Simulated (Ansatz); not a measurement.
Born–Oppenheimer molecular dynamics of a 24-atom GaSb cell at 29.67 Å³/atom, computed with Ansatz: Langevin thermostat at 960 K, 30 steps of 3.0 fs, friction 0.015 1/fs. The run is short and the cell small, so it isn't an equilibrium average.

```yaml
crystal:
  lattice:
    - [9.24374, 0.068325, -0.271808]
    - [0.068325, 8.96193, -0.218115]
    - [-0.271808, -0.218115, 8.609579]
  atoms:
    - { symbol: Ga, position: [0.1838677909, 0.1617389224, 0.4790977852] }
    - { symbol: Ga, position: [0.3688315912, 0.3670156607, 0.9189759811] }
    - { symbol: Ga, position: [0.5857561218, 0.259606435, 0.3309716321] }
    - { symbol: Ga, position: [0.5809960571, 0.7273358821, 0.3747787142] }
    - { symbol: Ga, position: [0.7531702074, 0.1379915577, 0.6140229672] }
    - { symbol: Ga, position: [0.9872212301, 0.9493633787, 0.9397012964] }
    - { symbol: Ga, position: [0.9548752429, 0.0687245344, 0.2492616124] }
    - { symbol: Ga, position: [0.7281390527, 0.8971520143, 0.052206918] }
    - { symbol: Ga, position: [0.8456425987, 0.3493287991, 0.401808534] }
    - { symbol: Ga, position: [0.9463248678, 0.3101527696, 0.7293695932] }
    - { symbol: Ga, position: [0.445578013, 0.5053543217, 0.4617652178] }
    - { symbol: Ga, position: [0.9299356093, 0.6127395897, 0.7400583191] }
    - { symbol: Sb, position: [0.5625404732, 0.6016571839, 0.761998269] }
    - { symbol: Sb, position: [0.5556195378, 0.9144023299, 0.8031170362] }
    - { symbol: Sb, position: [0.1272500397, 0.469629707, 0.4007112319] }
    - { symbol: Sb, position: [0.2571399542, 0.8011010398, 0.4732667421] }
    - { symbol: Sb, position: [0.7804597691, 0.2278406853, 0.9998906635] }
    - { symbol: Sb, position: [0.1370638447, 0.4037213055, 0.0040130485] }
    - { symbol: Sb, position: [0.6055306379, 0.4862615162, 0.107706896] }
    - { symbol: Sb, position: [0.3003600772, 0.0932245683, 0.0243133162] }
    - { symbol: Sb, position: [0.5071980166, 0.2483657687, 0.6569710424] }
    - { symbol: Sb, position: [0.2514631179, 0.6715049594, 0.8380241765] }
    - { symbol: Sb, position: [0.9482367528, 0.7474692426, 0.2550768739] }
    - { symbol: Sb, position: [0.4366679869, 0.9678684345, 0.302593526] }
  symmetry: { detect: false }
basis:
  ecutwfc: 420
  xc_grid: 1
kpoints:
  mp_grid: { grid: [1, 1, 1], shift: [0.25, 0.25, 0.25] }
hamiltonian:
  xc: pbesol
scf:
  occupations: { method: fermi_dirac, width: 0.0827 }
  lower_state_search: "off"
  convergence: { dr2_threshold: 1.0e-05 }
output:
  forces: true
  stress: true
md:
  timestep: 3.0
  n_steps: 30
  ensemble: nvt_langevin
  friction: 0.015
  temperature: 960.0
  initial_velocities: maxwell_boltzmann
  seed: 93598
```

```bash
ansatz run input.yaml --threads 2 --pin off --max-ram 5120MiB --backend cpu --events-out ev --progress --plain --runs-dir out
```

Method: DFT PBEsol, scalar-relativistic, plane waves, PAW in Ansatz 0.2.0.

5 frames, positions in Å (not wrapped into the cell) and forces in eV/Å:

```xyz
24
Lattice="9.244 0.068 -0.272 0.068 8.962 -0.218 -0.272 -0.218 8.610" Properties=species:S:1:pos:R:3:forces:R:3 pbc="T T T" time_fs=0.0 temperature_K=920 free_energy_over_first_frame_eV=0.000
Ga    1.580    1.358    4.040    0.220   -0.090    0.290
Ga    3.185    3.114    7.732    3.780   -0.310   -1.050
Ga    5.342    2.294    2.634   -0.310   -0.250   -0.400
Ga    5.318    6.476    2.910    0.810   -0.420   -0.030
Ga    6.805    1.154    5.052    1.000   -0.900   -0.040
Ga    8.935    8.371    7.615    0.430   -0.340   -0.170
Ga    8.764    0.627    1.872   -0.120    0.190    0.120
Ga    6.778    8.079    0.056    0.300   -0.180    0.690
Ga    7.732    3.101    3.153    0.420   -0.340   -0.330
Ga    8.571    2.685    5.955    0.460    0.510    0.250
Ga    4.028    4.459    3.744   -0.070   -0.380    0.190
Ga    8.437    5.393    5.985    0.280   -0.020    0.230
Sb    5.034    5.264    6.276    0.410   -0.510    0.190
Sb    4.980    8.058    6.564   -0.610    1.240   -0.610
Sb    1.099    4.130    3.313   -0.350    0.380   -0.100
Sb    2.303    7.094    3.830   -0.850   -0.270    0.890
Sb    6.958    1.877    8.347    0.560   -0.310    0.470
Sb    1.293    3.627   -0.091   -3.330    0.590    1.110
Sb    5.601    4.376    0.657   -0.410   -0.030   -0.390
Sb    2.776    0.851    0.107   -0.380   -0.700   -0.190
Sb    4.527    2.117    5.464   -2.380    0.300    0.350
Sb    2.143    5.852    7.000   -0.200    0.310   -0.740
Sb    8.747    6.708    1.775   -0.010    0.480   -0.190
Sb    4.020    8.638    2.275    0.360    1.030   -0.540
24
Lattice="9.244 0.068 -0.272 0.068 8.962 -0.218 -0.272 -0.218 8.610" Properties=species:S:1:pos:R:3:forces:R:3 pbc="T T T" time_fs=24.0 temperature_K=1018 free_energy_over_first_frame_eV=-0.476
Ga    1.495    1.480    4.128    0.200   -0.400    0.380
Ga    3.221    3.046    7.825    2.660   -0.130   -0.730
Ga    5.319    2.357    2.693   -0.160   -0.290   -0.160
Ga    5.416    6.407    2.863    0.670   -0.210   -0.020
Ga    6.894    1.182    5.146   -0.520   -1.280   -0.190
Ga    8.934    8.312    7.511    0.190   -0.340    0.000
Ga    8.854    0.548    1.867   -0.060    0.440    0.000
Ga    6.672    8.027    0.101    0.300   -0.040    0.670
Ga    7.820    2.951    3.057   -0.190   -0.690   -0.450
Ga    8.511    2.682    5.852    1.370    1.340    0.730
Ga    3.976    4.484    3.779   -0.210   -0.190    0.210
Ga    8.490    5.451    6.028    0.320   -0.040    0.210
Sb    5.005    5.301    6.256    0.370   -0.460    0.160
Sb    5.027    8.127    6.483   -0.410    1.080   -0.440
Sb    0.949    4.056    3.207    0.170    0.760   -0.130
Sb    2.306    7.166    3.784   -1.120   -0.530    1.000
Sb    7.024    1.874    8.438    0.450   -0.430    0.390
Sb    1.226    3.639   -0.077   -2.190    0.520    0.500
Sb    5.612    4.341    0.721   -0.350   -0.050   -0.600
Sb    2.813    0.819    0.194   -0.480   -0.590   -0.280
Sb    4.446    2.067    5.448   -1.630    0.200    0.250
Sb    2.205    5.875    7.009   -0.340    0.120   -0.590
Sb    8.823    6.771    1.769    0.040    0.190   -0.220
Sb    4.052    8.618    2.318    0.930    1.010   -0.700
24
Lattice="9.244 0.068 -0.272 0.068 8.962 -0.218 -0.272 -0.218 8.610" Properties=species:S:1:pos:R:3:forces:R:3 pbc="T T T" time_fs=45.0 temperature_K=1056 free_energy_over_first_frame_eV=-1.098
Ga    1.442    1.580    4.221    0.250   -0.720    0.540
Ga    3.391    2.974    7.881    0.090    0.060   -0.230
Ga    5.314    2.440    2.773    0.050   -0.410    0.090
Ga    5.529    6.332    2.857    0.350    0.130    0.100
Ga    6.993    1.126    5.173   -1.140   -1.130   -0.040
Ga    8.960    8.266    7.437    0.000   -0.310    0.180
Ga    8.856    0.558    1.881   -0.040    0.410   -0.110
Ga    6.538    7.954    0.146    0.210    0.050    0.500
Ga    7.919    2.848    3.043   -1.290   -1.160   -0.440
Ga    8.529    2.736    5.808    1.390    1.330    0.790
Ga    3.873    4.475    3.814   -0.120    0.160    0.310
Ga    8.555    5.483    6.048    0.300   -0.020    0.240
Sb    5.035    5.282    6.319    0.190   -0.220   -0.060
Sb    5.063    8.162    6.362   -0.210    0.710   -0.140
Sb    0.850    3.988    3.129    1.020    1.470   -0.320
Sb    2.282    7.181    3.814   -0.820   -0.350    0.590
Sb    7.013    1.891    8.462    0.520   -0.720    0.140
Sb    1.098    3.637   -0.030   -0.040    0.250   -0.150
Sb    5.635    4.260    0.739   -0.110    0.380   -0.440
Sb    2.809    0.771    0.239   -0.570   -0.350   -0.440
Sb    4.331    2.034    5.447   -0.870    0.100    0.040
Sb    2.212    5.922    7.008   -0.200   -0.070   -0.540
Sb    8.886    6.841    1.727    0.070    0.030   -0.220
Sb    4.086    8.674    2.338    0.960    0.390   -0.380
24
Lattice="9.244 0.068 -0.272 0.068 8.962 -0.218 -0.272 -0.218 8.610" Properties=species:S:1:pos:R:3:forces:R:3 pbc="T T T" time_fs=66.0 temperature_K=1088 free_energy_over_first_frame_eV=-1.409
Ga    1.391    1.609    4.301    0.260   -0.550    0.510
Ga    3.559    2.917    7.886   -1.100   -0.240   -0.110
Ga    5.349    2.493    2.885    0.120   -0.490    0.140
Ga    5.617    6.316    2.897    0.230    0.160    0.170
Ga    7.097    1.010    5.136   -0.760   -0.480    0.230
Ga    8.924    8.210    7.397   -0.130   -0.250    0.290
Ga    8.821    0.591    1.857    0.060    0.050   -0.250
Ga    6.356    7.964    0.210    0.260    0.110    0.420
Ga    7.955    2.731    3.003   -1.380   -1.070   -0.310
Ga    8.588    2.830    5.816    0.760    0.690    0.570
Ga    3.819    4.476    3.815   -0.070    0.380    0.410
Ga    8.662    5.560    6.043    0.090   -0.060    0.230
Sb    5.039    5.221    6.416    0.110    0.250   -0.300
Sb    5.126    8.186    6.272   -0.180    0.340   -0.070
Sb    0.780    4.013    3.083    1.160    1.370   -0.220
Sb    2.248    7.172    3.889   -0.340    0.030   -0.020
Sb    6.980    1.900    8.491    0.640   -1.040   -0.210
Sb    1.027    3.666   -0.025    0.590    0.210   -0.330
Sb    5.651    4.188    0.755    0.040    1.060    0.020
Sb    2.846    0.717    0.250   -0.540   -0.170   -0.570
Sb    4.193    2.029    5.413   -0.400   -0.160    0.040
Sb    2.211    5.927    6.964    0.060   -0.120   -0.370
Sb    8.994    6.877    1.688    0.030    0.080   -0.200
Sb    4.177    8.742    2.347    0.490   -0.090   -0.070
24
Lattice="9.244 0.068 -0.272 0.068 8.962 -0.218 -0.272 -0.218 8.610" Properties=species:S:1:pos:R:3:forces:R:3 pbc="T T T" time_fs=90.0 temperature_K=1055 free_energy_over_first_frame_eV=-1.607
Ga    1.320    1.590    4.510    0.180   -0.200    0.210
Ga    3.602    2.921    7.894   -1.810   -0.960   -0.420
Ga    5.356    2.432    2.967    0.100    0.030   -0.160
Ga    5.644    6.362    2.903    0.230   -0.080    0.250
Ga    7.151    0.934    5.125   -0.300    0.040    0.430
Ga    8.873    8.087    7.387   -0.230    0.000    0.410
Ga    8.760    0.623    1.866    0.600   -0.960   -0.550
Ga    6.218    8.047    0.275    0.430    0.130    0.020
Ga    7.902    2.546    2.901   -0.620    0.430    0.220
Ga    8.703    2.936    5.906    0.110    0.120    0.040
Ga    3.762    4.485    3.850    0.100    0.320    0.310
Ga    8.778    5.648    6.066   -0.370   -0.330    0.080
Sb    5.062    5.160    6.563    0.030    0.720   -0.680
Sb    5.178    8.198    6.193   -0.210    0.070    0.030
Sb    0.763    4.032    3.055    0.230    0.450    0.060
Sb    2.268    7.170    3.912   -0.240    0.240   -0.210
Sb    6.942    1.795    8.540    0.300   -0.870   -0.420
Sb    1.012    3.700   -0.048    0.910    0.220   -0.170
Sb    5.639    4.186    0.685    0.500    1.170    0.880
Sb    2.874    0.601    0.229   -0.380    0.040   -0.680
Sb    4.078    1.998    5.334   -0.220   -0.270    0.650
Sb    2.176    5.937    6.912    0.710   -0.060   -0.230
Sb    9.081    6.934    1.663    0.070    0.070   -0.170
Sb    4.303    8.808    2.328   -0.120   -0.330    0.100
```

Over the second half the temperature averages 1064 K and the pressure (kinetic part included, positive in compression) -2.0 GPa. Mean square displacements at the end: Ga 0.18 Å², Sb 0.11 Å² (from the start of this run, the atoms' common shift taken off).

One k point is coarse for so small a cell, so forces and above all the pressure are rough.

The run took 7.1 min on 2 threads of Intel(R) Xeon(R) Processor @ 2.50GHz (Skylake/Cascade Lake), with other jobs on the host, peak memory 1.1 GiB.